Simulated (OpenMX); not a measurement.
Hf, 1 atom in the cell. The typed cell holds 1 atom: a = 3.126 Å, b = 3.094 Å, c = 3.103 Å, α = 62.14°, β = 61.14°, γ = 60.87°. This isn't the form of Hf at room conditions, which is hcp. The cell isn't the ideal one: cell strained at random at fixed volume.

* Program: OpenMX 3.8.5
* Task: single point
* Functional: PBE
* Potentials or basis: OpenMX 2013 PBE set, Hf7.0-s3p2d2f1, grid cutoff 160 Ry
* k mesh: 11 × 11 × 11
* Occupations: fermi-dirac, width 0.05 eV
* Spin: no spin polarisation
* Mixing scheme: rmm-diisk
* SCF threshold: 1e-08 Ha
* Solver: band
* Max SCF cycles: 100

Potentials or basis: OpenMX 2013 PBE set, Hf7.0-s3p2d2f1, grid cutoff 160 Ry.

Command:

```console
$ openmx Hf.dat -nt 1 > Hf.std
```

Hardware: 1 thread of Arm Neoverse V2, with other jobs on the host.

How long does it take, and how much memory?

Run time: 39 s on 1 thread of Arm Neoverse V2, on a shared host, peak memory 0.26 GiB. Counts: k points 666, basis 26, scf iterations 15.
